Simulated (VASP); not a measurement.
Consider the following.

```
ZnTe
1.0
    0.00000     3.04584     3.04584
    3.04584     0.00000     3.04584
    3.04584     3.04584     0.00000
Zn Te
1 1
Direct
  0.00000   0.00000   0.00000
  0.25000   0.25000   0.25000
```

The numbers are results of AM05 GGA, VASP's PBE PAW potentials (set 64) (plane waves; VASP 6.6.1), not measurements. Settings: 520 eV cut-off, Gaussian smearing of 0.050 eV, potentials Zn Te.

Unless said otherwise, spin-orbit coupling is left out, though it shifts the bands of the heavy elements here.

Q: What does the run give for the band gap (along the path) with the smallest direct gap where there is one?

A: 
The band gap (along the path) comes out as 1.25 eV. The smallest direct gap (along the path) is 1.25 eV.

The compound is ZnTe in the zinc blende structure. It was relaxed first.
